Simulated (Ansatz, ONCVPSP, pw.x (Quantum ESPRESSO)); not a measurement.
# Mo (Z = 42): does the ONCV potential hold in the solid?

```json
{
  "Element": "molybdenum",
  "Generator": "ONCVPSP 4.0.1.1 (patched build)",
  "Type": "optimised norm-conserving Vanderbilt (ONCV)",
  "Functional": "PBE",
  "Relativity": "scalar-relativistic",
  "Frozen core": "[Ar] 3d10",
  "Valence charge": "14",
  "Reference configuration": "4s2 4p6 4d4.5 (charge +1.5)",
  "Partial waves": "4s: rc 1.90 bohr, ncon 4, nbas 9, qcut 6.4 1/bohr, 1 projector; 4p: rc 1.70 bohr, ncon 4, nbas 8, qcut 9.2 1/bohr, 2 projectors, debl 1.3 Ha; 4d: rc 1.70 bohr, ncon 4, nbas 9, qcut 8 1/bohr, local",
  "Local potential": "the d channel",
  "Core correction": "Teter function fitted to the true core (icmod 2), fcfact 0.65"
}
```

In the p channel the program set the typed energies aside and used -1.865, 0.250 Ha.

Atomic tests: cutoffs needed: 22 Ha and 29 Ha (the cutoffs (Ha) at which the residual kinetic energy of the hardest occupied pseudo-wave falls to 1 and 0.1 mHa per electron); ghost test: no bound ghost flagged; no localised positive-energy state flagged; largest excitation error: +1007 meV (all-electron minus pseudo) for 4s2 4p5 4d5 5s1, out of 4 test configurations.

Crystal test: fcc Mo in pw.x 7.5, no spin, 14³ k-points, Fermi–Dirac smearing 0.01 Ry, cutoffs 70/280 Ry. The reference is all-electron LAPW (Ansatz 0.2.0) with the same functional, mesh and smearing; V0 and B0 come from Birch–Murnaghan fits to the pressures at five volumes. Errors are pseudo minus all-electron; Δ is the rms difference of the E(V) curves that follow from these fits, minima aligned, over ±6 % about the mean V0. Mesh and smearing are coarse, so the numbers serve the comparison and aren't converged zero-temperature values; the lattice is a test structure that the element need not adopt.

All-electron: a0 = 4.005 Å (V0 = 16.06 Å³/atom), B0 = 235.3 GPa.

How far does the potential miss the all-electron equation of state?

mean pressure error (GPa): -4.04; a0 (Å): 3.982; a0 error (%): -0.57; B0 error (%): +3.9; Δ (meV/atom): 14.1. This is a poor potential for the solid.

```json
{"V (Å³/atom)": "15.226", "P all-electron (GPa)": "13.93", "P pseudo (GPa)": "9.51"}
{"V (Å³/atom)": "15.626", "P all-electron (GPa)": "6.76", "P pseudo (GPa)": "2.54"}
{"V (Å³/atom)": "16.027", "P all-electron (GPa)": "0.44", "P pseudo (GPa)": "-3.59"}
{"V (Å³/atom)": "16.428", "P all-electron (GPa)": "-5.13", "P pseudo (GPa)": "-8.99"}
{"V (Å³/atom)": "16.828", "P all-electron (GPa)": "-10.04", "P pseudo (GPa)": "-13.74"}
```

At the middle volume, how do free energy and pressure move when the wave cutoff is lowered (ecutrho kept at four times it)?

```tsv
cutoff (Ry)	shift of F (meV/atom)	shift of P (GPa)
32	+1259.5	-32.88
42	+305.3	-13.28
56	+23.3	-1.77
```

Input at the middle volume:

```
&control
  calculation='scf', prefix='x', pseudo_dir='./', outdir='./tmp', tstress=.true., disk_io='none'
/
&system
  ibrav=0, nat=1, ntyp=1, ecutwfc=70, ecutrho=280, nbnd=15,
  occupations='smearing', smearing='fd', degauss=0.01
/
&electrons
  conv_thr=1e-09, mixing_beta=0.4, electron_maxstep=70
/
ATOMIC_SPECIES
Mo 1.0 Mo.UPF
CELL_PARAMETERS angstrom
  0.00000000 2.00112437 2.00112437
  2.00112437 0.00000000 2.00112437
  2.00112437 2.00112437 0.00000000
ATOMIC_POSITIONS crystal
Mo 0.0000 0.0000 0.0000
K_POINTS automatic
14 14 14 0 0 0
```

```bash
pw.x < Mo.scf.in > Mo.scf.out
```

Lines of the output:

```
Message from routine setup:
     using ibrav=0 with symmetry is DISCOURAGED, use correct ibrav instead
     lattice parameter (alat)  =       5.3480  a.u.
     unit-cell volume          =     108.1556 (a.u.)^3
     number of electrons       =        14.00
     number of Kohn-Sham states=           15
     kinetic-energy cutoff     =      70.0000  Ry
     charge density cutoff     =     280.0000  Ry
     scf convergence threshold =      1.0E-09
     Exchange-correlation= PBE
     number of k points=   104  Fermi-Dirac smearing, width (Ry)=  0.0100
     iteration #  1     ecut=    70.00 Ry     beta= 0.40
     total energy              =    -162.27234942 Ry
     estimated scf accuracy    <       2.17881218 Ry
     iteration #  2     ecut=    70.00 Ry     beta= 0.40
     total energy              =    -162.36192017 Ry
     estimated scf accuracy    <       0.19262131 Ry
     iteration #  3     ecut=    70.00 Ry     beta= 0.40
     total energy              =    -162.40615797 Ry
     estimated scf accuracy    <       0.00518478 Ry
     iteration #  4     ecut=    70.00 Ry     beta= 0.40
     total energy              =    -162.40653270 Ry
     estimated scf accuracy    <       0.00557703 Ry
     iteration #  5     ecut=    70.00 Ry     beta= 0.40
     total energy              =    -162.40748791 Ry
     estimated scf accuracy    <       0.00005122 Ry
     iteration #  6     ecut=    70.00 Ry     beta= 0.40
     total energy              =    -162.40744131 Ry
     estimated scf accuracy    <       0.00011545 Ry
     iteration #  7     ecut=    70.00 Ry     beta= 0.40
     total energy              =    -162.40745974 Ry
     estimated scf accuracy    <       0.00000161 Ry
     iteration #  8     ecut=    70.00 Ry     beta= 0.40
     total energy              =    -162.40746017 Ry
     estimated scf accuracy    <       0.00000100 Ry
     iteration #  9     ecut=    70.00 Ry     beta= 0.40
     total energy              =    -162.40746013 Ry
     estimated scf accuracy    <       0.00000018 Ry
     iteration # 10     ecut=    70.00 Ry     beta= 0.40
     total energy              =    -162.40746014 Ry
     estimated scf accuracy    <          4.9E-09 Ry
     iteration # 11     ecut=    70.00 Ry     beta= 0.40
     the Fermi energy is    20.2337 ev
!    total energy              =    -162.40746015 Ry
     estimated scf accuracy    <          3.1E-10 Ry
     smearing contrib. (-TS)   =      -0.00590288 Ry
     The total energy is F=E-TS. E is the sum of the following terms:
     one-electron contribution =     -19.54241760 Ry
     hartree contribution      =      18.84407637 Ry
     xc contribution           =     -42.88599157 Ry
     ewald contribution        =    -118.81722445 Ry
     convergence has been achieved in  11 iterations
          total   stress  (Ry/bohr**3)                   (kbar)     P=      -35.93
     Message from routine punch:
     Nothing written, as per user request (disk_io='none')
```

The run at the middle volume (104 k-points, 11 iterations) took about 46 s on one core of a shared host (Neoverse-N1, 64 threads, 124 GiB, load 58).
